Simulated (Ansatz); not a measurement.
Runs of Ansatz 0.2.0 on Pd. It takes space group Fm-3m (No. 225, cubic). The conventional cell has a = 3.893 Å, b = 3.893 Å, c = 3.893 Å, α = 90.00°, β = 90.00°, γ = 90.00°. Pd (site symmetry m-3m) has 12 Pd at 2.75 Å as nearest neighbours. 

| task | level | cell | cutoff (eV) | smearing | gap on the mesh (eV) | pressure (GPa) |
| --- | --- | --- | --- | --- | --- | --- |
| single point | LDA | as given | 266 | gaussian 0.1 eV | none | (a) |
| single point | PBE | as given | 266 | gaussian 0.021 eV | none | 6.8 |
| single point | PBE | as given | 266 | gaussian 0.1 eV | none | 6.8 |
| band structure | RPBE | as given | 267 | fermi-dirac 0.05 eV | - | 11.6 |
| relaxation of cell and atoms | revPBE+D3(BJ) | relaxed | - | fermi-dirac 0.05 eV | - | 0.0 |
| single point | PBE | as given | 266 | gaussian 0.011 eV | none | 6.8 |

Alike in all rows: potentials or basis all-electron LAPW, scalar-relativistic; no spin polarisation; k mesh 12 × 12 × 12; basis error allowed 0.001 eV/atom.

Task: Estimate the missing entries.

Result: (a) -8.8.

A k mesh can miss the band edges, and the runs leave out spin-orbit coupling on Pd.

A gap of «none» marks a metal or a gap under the smearing width.
